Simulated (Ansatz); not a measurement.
InP:

```
CELL_PARAMETERS angstrom
0.00000 2.93050 2.93050
2.93050 0.00000 2.93050
2.93050 2.93050 0.00000
ATOMIC_POSITIONS crystal
In 0.00000 0.00000 0.00000
P 0.75000 0.75000 0.75000
```

Base run:

| Property | Result |
| --- | --- |
| Program | Ansatz 0.2.0 |
| Functional | PBEsol |
| Potentials or basis | all-electron LAPW, relativistic spinors |
| Cutoff | 245 eV |
| Density cutoff | 979 eV |
| Basis error allowed | 0.001 eV/atom |
| k mesh | 6 × 6 × 6 |
| Occupations | fermi-dirac, width 0.05 eV |
| Spin | spin-orbit coupling, no magnetisation |

Its results: band gap on the k mesh 0.58 eV, direct; pressure 0.5 GPa.

The run is repeated on the same cell with these changes: functional from PBEsol to PBE. What comes out?

Band gap on the k mesh 0.68 eV, direct; pressure 3.3 GPa.

PBE binds less tightly than PBEsol, so the same cell stands under more pressure.

Not every run made on this cell is shown here.
